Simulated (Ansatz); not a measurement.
Set up this calculation in Ansatz 0.2.0, as the native input.

```
Task                : single point
Functional          : HSE06
Potentials or basis : Ansatz PAW
Cutoff              : 420 eV (not typed: the program's choice for these potentials)
k mesh              : 5 × 5 × 5
Occupations         : fermi-dirac, width 0.05 eV
Spin                : spin-orbit coupling, no magnetisation
```

The system is Au.

```
Au
1.0
     0.00000    2.03500    2.03500
     2.03500    0.00000    2.03500
     2.03500    2.03500    0.00000
Au
1
Cartesian
  0.0000 0.0000 0.0000
```

The input as run:

input.yaml

```yaml
crystal:
  lattice:
    - [0.0, 2.035, 2.035]
    - [2.035, 0.0, 2.035]
    - [2.035, 2.035, 0.0]
  atoms:
    - { symbol: Au, position: [0.0, 0.0, 0.0] }
hamiltonian:
  xc: hse06
  pseudopotentials: { kind: paw_fr }
magnetization:
  noncollinear: true
  spin_orbit: true
kpoints:
  mp_grid: { grid: [5, 5, 5] }
scf:
  occupations: { method: fermi_dirac, width: 0.05 }
output:
  forces: true
  stress: true
  eigenvalues: true
  write_density: true
  write_potential: true
  elf: true
  volumetric_format: npy
```

Potentials or basis: Ansatz PAW.

Run with:

```console
$ ansatz run input.yaml --threads 2 --pin off --max-ram 5632MiB --backend cpu --events-out ev --progress --plain --runs-dir out
```

It gave:

```yaml
Pressure: 4.4 GPa
Band_gap_on_the_k_mesh: none (metal or under the smearing width)
```

Caveat: the k mesh is coarse (spacing up to 0.53 Å⁻¹), so the values aren't converged, least of all with exact exchange; the PAW data sets come from PBE, with cores solved anew for the run's functional, which leaves a small shift of forces and pressure; the thresholds are loose for stress.

It took 39 s on 2 threads of Intel(R) Xeon(R) Platinum 8259CL CPU @ 2.50GHz (Skylake/Cascade Lake) (shared host), peak memory 0.64 GiB.
